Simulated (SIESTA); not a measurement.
**CdSe (Cadmoselite) under changes of volume**

One of the cells (28.102 Å³/atom); the others are scaled copies at fixed shape and fractional positions:

```
Cd Se
1.0
     4.30000    0.00000    0.00000
    -2.15000    3.72391    0.00000
     0.00000    0.00000    7.02000
Cd Se
2 2
Direct
  0.66667 0.33333 0.50000
  0.33333 0.66667 0.00000
  0.66667 0.33333 0.88500
  0.33333 0.66667 0.38500
```

| Quantity | Value |
| --- | --- |
| Program | SIESTA 5.4.2 |
| Functional | PBE |
| Potentials or basis | PseudoDojo 0.4 standard (PBE files) |
| Basis | TZP (energy shift 0.01 Ry) |
| Grid cutoff | 800 Ry |
| Energy shift | 0.01 Ry |
| k mesh | 7 × 7 × 4 |
| Occupations | fermi-dirac, width 0.05 eV |
| Spin | no spin polarisation |

```csv
volume (Å³/atom),energy over the lowest point (meV/atom),pressure (GPa),gap on the mesh (eV),largest force (eV/Å)
26.416,42.68,6.1,1.03,0.470
26.978,24.24,4.4,0.96,0.434
27.540,11.32,3.0,0.90,0.394
28.102,3.37,1.6,0.84,0.372
28.665,0.00,0.4,0.79,0.335
29.227,?,?,?,?
29.789,5.35,-1.7,0.68,0.273
```

**Question.** What does the run at 29.227 Å³/atom give?

**Answer.** Energy over the lowest point 1.08 meV/atom; pressure -0.8 GPa; gap on the mesh 0.74 eV; largest force 0.310 eV/Å.

Worked out: A Birch-Murnaghan fit of order 3 (a polynomial in V^(-2/3)) to the other rows has its minimum at 28.83 Å³/atom with B0 = V·E''(V) = 59 GPa and B' = 3.7 at fixed shape and positions, which overstates the stiffness. It gives 0.78 meV/atom at 29.227 Å³/atom, against the run's 1.08, and -dE/dV = -0.8 GPa, against -0.8. A straight line through the other rows of the gap, of slope -2.88 eV per unit of ln V (its deformation potential), gives 0.73 eV, against the run's 0.74.

Energies are extrapolated to zero smearing.

Caveats: semicore shells carry a single zeta, which can move pressures by several GPa and volumes by a few percent; an odd mesh through Γ misses points on the zone boundary, where band edges often lie; the basis of atomic orbitals isn't converged, which shifts pressures, moduli and gaps; the real-space grid breaks translation symmetry, so forces needn't sum to zero (some runs). Spin-orbit coupling on Cd, Se is left out.
